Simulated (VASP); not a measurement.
# MoP (P-6m2) in VASP: a series of runs

One crystal, MoP, is run at these levels: PBEsol; tasks: relaxation of cell and atoms.

All numbers are computed with VASP 6.6.1; they aren't measurements. Logs are shortened: lines on timing, memory, paths and dates and some standing lists are left out, and cuts for length are marked.

### Step 1. Starting point

It takes space group P-6m2 (No. 187, hexagonal). Conventional cell: a = 3.223 Å, b = 3.223 Å, c = 3.191 Å, α = 90.00°, β = 90.00°, γ = 120.00°. Mo (site symmetry -6m2) has 6 P at 2.45 Å as nearest neighbours. Around P (site symmetry -6m2) lie 6 Mo at 2.45 Å.

### Step 2. Relaxation of cell and atoms, PBEsol

INCAR

```
PREC     = Accurate       # precision mode
ENCUT    = 600            # plane-wave cutoff, eV
EDIFF    = 1E-6           # SCF threshold, eV
ISMEAR   = 1              # smearing method
SIGMA    = 0.1            # smearing width, eV
LREAL    = F              # projectors in reciprocal space
LASPH    = T              # aspherical terms in the spheres
NELM     = 80             # most SCF steps
ALGO     = Normal         # electronic algorithm
ISIF     = 3              # what is computed and relaxed
LWAVE    = F              # write WAVECAR
LCHARG   = F              # write CHGCAR
GGA      = PS             # functional
IBRION   = 2              # ionic algorithm
NSW      = 90             # ionic steps
EDIFFG   = -0.01          # ionic threshold
KPAR     = 4
```

KPOINTS

```
regular mesh
0
Gamma
  15 15 11
```

POSCAR

```
MoP
1.0
    3.2230000000      0.0000000000      0.0000000000
   -1.6115000000      2.7911998764      0.0000000000
    0.0000000000      0.0000000000      3.1910000000
Mo P
1 1
Direct
    0.0000000000      0.0000000000      0.0000000000
    0.3333333333      0.6666666667      0.5000000000
```

Potentials or basis: VASP PAW PBE potentials, release 64 (Mo_sv, P).

Started as:

```sh
$ cat potpaw_PBE.64/Mo_sv/POTCAR potpaw_PBE.64/P/POTCAR > POTCAR
$ mpirun -np 4 vasp_std > vasp.out
```

OUTCAR:

```text
PREC = Accurate
   ENCUT = 600
   EDIFF = 1E-6
   ISMEAR = 1
   LREAL = F
   LASPH = T
   NELM = 80
   ISIF = 3
   GGA = PS
   IBRION = 2
   NSW = 90
   EDIFFG = -0.01

 ion  position               nearest neighbor table
   1  0.000  0.000  0.000-   2 2.45   2 2.45   2 2.45   2 2.45   2 2.45   2 2.45
   2  0.333  0.667  0.500-   1 2.45   1 2.45   1 2.45   1 2.45   1 2.45   1 2.45

  LATTYP: Found a hexagonal cell.
 ALAT       =     3.2230000000
 C/A-ratio  =     0.9900713621

  Lattice vectors:

 A1 = (   3.2230000000,   0.0000000000,   0.0000000000)
 A2 = (  -1.6115000000,   2.7911998764,   0.0000000000)
 A3 = (   0.0000000000,   0.0000000000,   3.1910000000)

Analysis of symmetry for initial positions (statically):
=====================================================================
 Subroutine PRICEL returns:
 Original cell was already a primitive cell.

 Routine SETGRP: Setting up the symmetry group for a
 hexagonal supercell.

 Subroutine GETGRP returns: Found 12 space group operations
 (whereof 12 operations were pure point group operations)
 out of a pool of 24 trial point group operations.

The static configuration has the point symmetry D_3h.

Analysis of symmetry for dynamics (positions and initial velocities):
=====================================================================
 Subroutine PRICEL returns:
 Original cell was already a primitive cell.

 Routine SETGRP: Setting up the symmetry group for a
 hexagonal supercell.

 Subroutine GETGRP returns: Found 12 space group operations
 (whereof 12 operations were pure point group operations)
 out of a pool of 24 trial point group operations.

The dynamic configuration has the point symmetry D_3h.

 Subroutine INISYM returns: Found 12 space group operations
 (whereof 12 operations are pure point group operations),
 and found     1 'primitive' translations

----------------------------------------------------------------------------------------

                                     Primitive cell

  volume of cell :      28.7064

  direct lattice vectors                    reciprocal lattice vectors
     3.223000000  0.000000000  0.000000000     0.310269935  0.179134430  0.000000000
    -1.611500000  2.791199876  0.000000000     0.000000000  0.358268861  0.000000000
     0.000000000  0.000000000  3.191000000     0.000000000  0.000000000  0.313381385

  length of vectors
     3.223000000  3.223000000  3.191000000     0.358268861  0.358268861  0.313381385

  position of ions in fractional coordinates (direct lattice)
     0.000000000  0.000000000  0.000000000
     0.333333333  0.666666667  0.500000000

[... 101 lines left out ...]
   GGA     = PS    functional components
   LHFCALC =     F    Hartree Fock is set to
   AEXX    =    0.0000 exact exchange contribution
   IVDW    =     0    specifies the selected vdW correction
   LEPSILON=     F    determine dielectric tensor
   LRPA    =     F    only Hartree local field effects (RPA)
 conjugate gradient relaxation of ions
 non-spin polarized calculation
 Methfessel and Paxton  Order N= 1 SIGMA  =   0.10
  energy-cutoff  :      600.00
  volume of cell :       28.71
 maximum number of plane-waves:       975
 NGX is ok and might be reduce to    28
   NGX = 13   NGY = 13   NGZ = 13

--------------------------------------- Ionic step        1  -------------------------------------------

 number of electron      18.9999999 magnetization

 Free energy of the ion-electron system (eV)
  ---------------------------------------------------
  ext. energy  EPLUGINS =         0.00000000
  ---------------------------------------------------
  free energy    TOTEN  =       -19.04545956 eV

  energy without entropy =      -19.04491353  energy(sigma->0) =      -19.04527755

------------------------ aborting loop because EDIFF is reached ----------------------------------------

  FORCE on cell =-STRESS in cart. coord.  units (eV):
  Direction    XX          YY          ZZ          XY          YZ          ZX
  --------------------------------------------------------------------------------------
  -------------------------------------------------------------------------------------
  Total       -0.5490689     -0.5490689     -0.7584982      0.0000000      0.0000000      0.0000000
  in kB      -30.6449815    -30.6449815    -42.3337845      0.0000000      0.0000000      0.0000000
  external PRESSURE =     -34.5412492 kB  Pullay stress =       0.0000000 kB
[... 59 lines left out ...]
--------------------------------------- Ionic step        3  -------------------------------------------

 number of electron      18.9999999 magnetization

 Free energy of the ion-electron system (eV)
  ---------------------------------------------------
  ext. energy  EPLUGINS =         0.00000000
  ---------------------------------------------------
  free energy    TOTEN  =       -19.05005989 eV

  energy without entropy =      -19.04955195  energy(sigma->0) =      -19.04989058

 E-fermi :  12.0709     XC(G=0): -12.7825

 val. band max:       12.0704055753   @ k =   0.2000   0.0000   0.0000
 cond. band min:      12.0723652869   @ k =   0.4000   0.0000   0.0909
 fundamental gap:      0.0019597116
 Fermi energy:        12.0709279531

 k-point     1 :       0.0000    0.0000    0.0000
  band No.  band energies     occupation
      1     -49.0402      2.00000
      2     -23.2274      2.00000
      3     -23.0132      2.00000
      4     -23.0132      2.00000
      5      -1.9811      2.00000
      6       7.7341      2.00000
      7       8.6739      2.00000
      8       8.6739      2.00000
      9      11.3775      2.00000
     10      12.3366     -0.00112
     11      12.3366     -0.00112
     12      16.2571      0.00000
     13      16.2571      0.00000
[... 354 lines left out ...]
  band No.  band energies     occupation
      1     -49.0022      2.00000
      2     -23.3353      2.00000
      3     -23.1756      2.00000
      4     -23.1742      2.00000
      5       0.9862      2.00000
      6       5.0566      2.00000
      7       7.3614      2.00000
      8       8.1923      2.00000
      9      10.8326      2.00000
     10      11.2448      2.00000
     11      12.9297     -0.00000
     12      13.7285     -0.00000
     13      18.2369      0.00000

 [... further k-points ...]

------------------------ aborting loop because EDIFF is reached ----------------------------------------

  FORCE on cell =-STRESS in cart. coord.  units (eV):
  Direction    XX          YY          ZZ          XY          YZ          ZX
  --------------------------------------------------------------------------------------
  -------------------------------------------------------------------------------------
  Total       -0.0145232     -0.0145232      0.0063279      0.0000000      0.0000000      0.0000000
  in kB       -0.8222201     -0.8222201      0.3582500      0.0000000      0.0000000      0.0000000
  external PRESSURE =      -0.4287300 kB  Pullay stress =       0.0000000 kB
[... 17 lines left out ...]
  FREE ENERGIE OF THE ION-ELECTRON SYSTEM (eV)
  ---------------------------------------------------
  free  energy   TOTEN  =       -19.0500598896 eV

  energy  without entropy=      -19.0495519525  energy(sigma->0) =      -19.04989058

 reached required accuracy - stopping structural energy minimisation
```

OSZICAR:

```text
N       E                     dE             d eps       ncg     rms          rms(c)
DAV:   1     0.135193336552E+03    0.13519E+03   -0.10930E+04  4212   0.155E+03
DAV:   2    -0.160168936852E+02   -0.15121E+03   -0.14791E+03  4852   0.384E+02
DAV:   3    -0.200830782306E+02   -0.40662E+01   -0.39558E+01  5408   0.563E+01
[... 23 lines left out ...]
DAV:   3    -0.190525790359E+02    0.16013E-01   -0.36264E-02  4342   0.148E+00    0.397E-01
DAV:   4    -0.190498955009E+02    0.26835E-02   -0.14186E-02  4637   0.113E+00    0.261E-01
DAV:   5    -0.190500240440E+02   -0.12854E-03   -0.30642E-04  5094   0.169E-01    0.163E-01
DAV:   6    -0.190500602285E+02   -0.36184E-04   -0.14158E-04  4552   0.951E-02    0.929E-03
DAV:   7    -0.190500598896E+02    0.33890E-06   -0.33453E-06  4952   0.168E-02
   3 F= -.19050060E+02 E0= -.19049891E+02  d E =-.460033E-02
```

Wall time 29 s (4 MPI ranks of Intel Xeon 6975P-C (Granite Rapids), shared host); peak memory 0.21 GiB.

Results:

```
Free energy                            : -19.0501 eV
Relaxed volume                         : 14.15 Å³/atom
Relaxed cell                           : a = 3.209 Å, b = 3.209 Å, c = 3.172 Å, α = 90.00°, β = 90.00°, γ = 120.00°
Space group after relaxing (to 0.05 Å) : P-6m2 (No. 187)
Energy gained by relaxing              : 2.3 meV/atom
Ionic steps                            : 3
Pressure after relaxing                : 0.0 GPa
Band gap on the k mesh                 : none (metal or under the smearing width)
```

Stress tensor (GPa, compression positive):
```
-0.08  0.00  0.00
 0.00 -0.08  0.00
 0.00  0.00  0.04
```

Step by step:
```tsv
step	energy change (eV)	largest force (eV/Å)	pressure (GPa)	volume (Å³)
1	0.0000	0.0000	-3.45	28.71
2	0.0171	0.0000	8.10	27.44
3	-0.0046	0.0000	-0.04	28.30
```

Final structure:
```cif
data_structure
_symmetry_space_group_name_H-M 'P 1'
_symmetry_Int_Tables_number 1
_cell_length_a 3.2094
_cell_length_b 3.2094
_cell_length_c 3.1725
_cell_angle_alpha 90.000
_cell_angle_beta 90.000
_cell_angle_gamma 120.000
_cell_volume 28.30
loop_
_atom_site_label
_atom_site_type_symbol
_atom_site_fract_x
_atom_site_fract_y
_atom_site_fract_z
_atom_site_occupancy
Mo1 Mo 0.00000 0.00000 0.00000 1
P1 P 0.33333 0.66667 0.50000 1
```

Caveat: the PAW data sets were made with another functional, which shifts forces and pressure a little.

### Step 3. Relaxation of cell and atoms, PBEsol

This run uses another cell than the first one, of 14.15 Å³/atom, 0.986 times its volume.

INCAR: that of step 2 with these lines changed.

```diff
@@ -2,3 +2,3 @@
 ENCUT    = 600            # plane-wave cutoff, eV
-EDIFF    = 1E-6           # SCF threshold, eV
+EDIFF    = 1E-7           # SCF threshold, eV
 ISMEAR   = 1              # smearing method
@@ -15,3 +15,3 @@
 NSW      = 90             # ionic steps
-EDIFFG   = -0.01          # ionic threshold
+EDIFFG   = -0.005         # ionic threshold
 KPAR     = 4
```

KPOINTS is that of step 2.

POSCAR

```
MoP                                     
1.0
    3.2094421634      0.0000000000      0.0000000000
   -1.6047210817      2.7794584455      0.0000000000
    0.0000000000      0.0000000000      3.1724568025
  Mo              P             
     1     1
Direct
     0.0000000000000000    0.0000000000000000    0.0000000000000000
     0.3333333332999970    0.6666666667000030    0.5000000000000000
```

Potentials or basis: VASP PAW PBE potentials, release 64 (Mo_sv, P).

Started as:

```sh
$ cat potpaw_PBE.64/Mo_sv/POTCAR potpaw_PBE.64/P/POTCAR > POTCAR
$ mpirun -np 4 vasp_std > vasp.out
```

It took 49 s on 4 MPI ranks of Intel Xeon 6975P-C (Granite Rapids), shared host; peak memory 0.21 GiB.

Results (log left out):

```yaml
Free_energy: -19.0498 eV
Relaxed_volume: 14.15 Å³/atom
Relaxed_cell: a = 3.209 Å, b = 3.209 Å, c = 3.173 Å, α = 90.00°, β = 90.00°, γ = 120.00°
Space_group_after_relaxing_to_0.05_Å: P-6m2 (No. 187)
Energy_gained_by_relaxing: 0.0 meV/atom
Ionic_steps: 5
Pressure_after_relaxing: 0.0 GPa
Band_gap_on_the_k_mesh: none (metal or under the smearing width)
```

Final structure:
```yaml
crystal:
  lattice:
    - [3.20855, 0.00000, 0.00000]
    - [-1.60428, 2.77869, 0.00000]
    - [0.00000, 0.00000, 3.17329]
  atoms:
    - { symbol: Mo, position: [0.00000, 0.00000, 0.00000] }
    - { symbol: P, position: [0.33333, 0.66667, 0.50000] }
```

Levels at points of the mesh, in eV from the Fermi level:
```tsv
k point	band 8	band 9	band 10	band 11	band 12	band 13
(0.00, 0.00, 0.00)	-3.40	-0.70	0.26	0.26	4.19	4.19
```

Caveat: the PAW data sets were made with another functional, which shifts forces and pressure a little.

### Step 4. Relaxation of cell and atoms, PBEsol

INCAR

```
SYSTEM = MoP
PREC = Accurate
ENCUT = 600
EDIFF = 1E-6
ISMEAR = 1
SIGMA = 0.1
LREAL = .FALSE.
LASPH = .TRUE.
NELM = 80
ALGO = Normal
ISIF = 3
LWAVE = .FALSE.
LCHARG = .FALSE.
GGA = PS
IBRION = 2
NSW = 90
EDIFFG = -0.01
KPAR = 2
```

KPOINTS

```
regular mesh
0
G
  15 15 11
  0 0 0
```

POSCAR

```
MoP
1.0
    3.2230000000      0.0000000000      0.0000000000
   -1.6115000000      2.7911998764      0.0000000000
    0.0000000000      0.0000000000      3.1910000000
Mo P
1 1
Direct
    0.0000000000      0.0000000000      0.0000000000
    0.3333333333      0.6666666667      0.5000000000
```

Started as:

```sh
$ cat potpaw_PBE.64/Mo_sv/POTCAR potpaw_PBE.64/P/POTCAR > POTCAR
$ mpirun -np 2 vasp_std > vasp.out
```

Wall time 46 s (2 MPI ranks of AMD EPYC 9R14 (Zen 4), shared host); peak memory 0.19 GiB.

It converged, with:

- Free energy: -19.0501 eV
- Relaxed volume: 14.15 Å³/atom
- Relaxed cell: a = 3.209 Å, b = 3.209 Å, c = 3.172 Å, α = 90.00°, β = 90.00°, γ = 120.00°
- Space group after relaxing (to 0.05 Å): P-6m2 (No. 187)
- Energy gained by relaxing: 2.3 meV/atom
- Ionic steps: 3
- Pressure after relaxing: 0.0 GPa
- Band gap on the k mesh: none (metal or under the smearing width)

Stress tensor (GPa, compression positive):
```
-0.08  0.00  0.00
 0.00 -0.08  0.00
 0.00  0.00  0.04
```

Step by step:
```csv
step,energy change (eV),largest force (eV/Å),pressure (GPa),volume (Å³)
1,0.0000,0.0000,-3.45,28.71
2,0.0171,0.0000,8.10,27.44
3,-0.0046,0.0000,-0.04,28.30
```

Final structure:
```yaml
crystal:
  lattice:
    - [3.20944, 0.00000, 0.00000]
    - [-1.60472, 2.77946, 0.00000]
    - [0.00000, 0.00000, 3.17246]
  atoms:
    - { symbol: Mo, position: [0.00000, 0.00000, 0.00000] }
    - { symbol: P, position: [0.33333, 0.66667, 0.50000] }
```

Levels at points of the mesh, in eV from the Fermi level:
| k point | band 7 | band 8 | band 9 | band 10 | band 11 | band 12 | band 13 |
| --- | --- | --- | --- | --- | --- | --- | --- |
| (0.00, 0.00, 0.00) | -3.40 | -3.40 | -0.69 | 0.27 | 0.27 | 4.19 | 4.19 |

Caveat: the PAW data sets were made with another functional, which shifts forces and pressure a little.

### Step 5. Relaxation of cell and atoms, PBEsol

This run uses another cell than the first one, of 14.15 Å³/atom, 0.986 times its volume.

INCAR: that of step 4 with these lines changed.

```diff
@@ -3,3 +3,3 @@
 ENCUT = 600
-EDIFF = 1E-6
+EDIFF = 1E-7
 ISMEAR = 1
@@ -16,3 +16,3 @@
 NSW = 90
-EDIFFG = -0.01
+EDIFFG = -0.005
 KPAR = 2
```

KPOINTS is that of step 4.

POSCAR

```
MoP                                     
1.0
    3.2094421617      0.0000000000      0.0000000000
   -1.6047210809      2.7794584440      0.0000000000
    0.0000000000     -0.0000000000      3.1724568001
  Mo              P             
     1     1
Direct
     0.0000000000000000    0.0000000000000000    0.0000000000000000
     0.3333333332999970    0.6666666667000030    0.5000000000000000
```

Started as:

```sh
$ cat potpaw_PBE.64/Mo_sv/POTCAR potpaw_PBE.64/P/POTCAR > POTCAR
$ mpirun -np 2 vasp_std > vasp.out
```

It took 62 s on 2 MPI ranks of AMD EPYC 9R14 (Zen 4), shared host; peak memory 0.19 GiB.

It converged, with:

| Quantity | Value |
| --- | --- |
| Free energy | -19.0498 eV |
| Relaxed volume | 14.15 Å³/atom |
| Relaxed cell | a = 3.209 Å, b = 3.209 Å, c = 3.173 Å, α = 90.00°, β = 90.00°, γ = 120.00° |
| Space group after relaxing (to 0.05 Å) | P-6m2 (No. 187) |
| Energy gained by relaxing | 0.0 meV/atom |
| Ionic steps | 5 |
| Pressure after relaxing | 0.0 GPa |
| Band gap on the k mesh | none (metal or under the smearing width) |

Final structure:
```
CELL_PARAMETERS angstrom
3.20855 0.00000 0.00000
-1.60428 2.77869 0.00000
0.00000 0.00000 3.17329
ATOMIC_POSITIONS crystal
Mo 0.00000 0.00000 0.00000
P 0.33333 0.66667 0.50000
```

Levels at points of the mesh, in eV from the Fermi level:
| k point | band 8 | band 9 | band 10 | band 11 | band 12 | band 13 |
| --- | --- | --- | --- | --- | --- | --- |
| (0.00, 0.00, 0.00) | -3.40 | -0.70 | 0.26 | 0.26 | 4.19 | 4.19 |

Caveat: the PAW data sets were made with another functional, which shifts forces and pressure a little.
